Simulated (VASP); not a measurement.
Set up this calculation in VASP 6.6.1, as the native input.

- Task: relaxation of cell and atoms
- Functional: PBEsol
- Dispersion: D3
- Potentials or basis: VASP PAW PBE potentials, release 64 (Zn, S)
- Cutoff: 600 eV
- k mesh: 9 × 9 × 9
- Occupations: fermi-dirac, width 0.05 eV
- Spin: no spin polarisation
- Further INCAR settings: ALGO = Normal; EDIFF = 1e-07; IBRION = 2; EDIFFG = -0.005; NSW = 40; ISIF = 3

The structure of ZnS lies in POSCAR:

```
ZnS
1.0
    0.0000000000      2.7020000000      2.7020000000
    2.7020000000      0.0000000000      2.7020000000
    2.7020000000      2.7020000000      0.0000000000
Zn S
1 1
Direct
    0.7500000000      0.7500000000      0.7500000000
    0.0000000000      0.0000000000      0.0000000000
```

These files were run (other wordings do the same):

INCAR

```
SYSTEM = ZnS
PREC = Accurate
ENCUT = 600
EDIFF = 1E-7
ISMEAR = -1
SIGMA = 0.05
LREAL = .False.
LASPH = .True.
NELM = 60
ALGO = Normal
ISIF = 3
LWAVE = .False.
LCHARG = .False.
GGA = PS
IVDW = 11
IBRION = 2
NSW = 40
EDIFFG = -0.005
```

KPOINTS

```
Automatic mesh
0
Gamma
  9 9 9
  0 0 0
```

Potentials or basis: VASP PAW PBE potentials, release 64 (Zn, S).

Command:

```sh
$ cat potpaw_PBE.64/Zn/POTCAR potpaw_PBE.64/S/POTCAR > POTCAR
$ mpirun -np 1 vasp_std > vasp.out
```

It gave:

```json
{
 "Relaxed volume": "18.75 Å³/atom",
 "Relaxed cell": "a = 3.757 Å, b = 3.757 Å, c = 3.757 Å, α = 60.00°, β = 60.00°, γ = 60.00°",
 "Space group after relaxing (to 0.05 Å)": "F-43m (No. 216)",
 "Energy gained by relaxing": "12.5 meV/atom",
 "Ionic steps": "3",
 "Pressure after relaxing": "0.0 GPa",
 "Band gap on the k mesh": "2.20 eV, direct",
 "Dispersion energy per atom": "-0.224 eV"
}
```

Caveat: the PAW data sets were made with another functional, which shifts forces and pressure a little.

It took 39 s on 1 thread of Intel(R) Xeon(R) Platinum 8488C (Sapphire Rapids), on a shared host, peak memory 0.2 GiB.
